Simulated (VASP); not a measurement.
Set up this calculation in VASP 6.6.1, as the native input.

```
Task                   : single point
Functional             : PBE
Potentials or basis    : VASP PAW PBE potentials, release 64 (Cd, Te)
Cutoff                 : 520 eV
k mesh                 : 10 × 10 × 10
Occupations            : fermi-dirac, width 0.08 eV
Spin                   : no spin polarisation
Dipole correction      : no
Further INCAR settings : ALGO = Normal; EDIFF = 1e-06; NBANDS = 16
```

The structure of CdTe lies in POSCAR:

```
CdTe
1.0
    0.0000000000      3.2050000000      3.2050000000
    3.2050000000      0.0000000000      3.2050000000
    3.2050000000      3.2050000000      0.0000000000
Cd Te
1 1
Direct
    0.0000000000      0.0000000000      0.0000000000
    0.7500000000      0.7500000000      0.7500000000
```

These files were run (other wordings do the same):

INCAR

```
SYSTEM = CdTe
ALGO = Normal
EDIFF = 1E-6
ENCUT = 520
GGA = PE
ISIF = 2
ISMEAR = -1
LASPH = .TRUE.
LCHARG = .TRUE.
LELF = .TRUE.
LREAL = .FALSE.
LVHAR = .TRUE.
LWAVE = .FALSE.
NBANDS = 16
NELM = 100
PREC = Accurate
SIGMA = 0.08
```

KPOINTS

```
k-points
0
G
  10 10 10
  0 0 0
```

Potentials or basis: VASP PAW PBE potentials, release 64 (Cd, Te).

Launch:

```console
$ cat potpaw_PBE.64/Cd/POTCAR potpaw_PBE.64/Te/POTCAR > POTCAR
$ mpirun -np 1 vasp_std > vasp.out
```

Results of the run:

- Pressure: 4.4 GPa
- Band gap on the k mesh: 0.87 eV, direct

Caveat: spin-orbit coupling is left out, which moves the levels of the heavy elements.

It took 31 s on 1 thread of AMD EPYC 9R45 96-Core Processor (Zen 5) (shared host), peak memory 0.2 GiB.
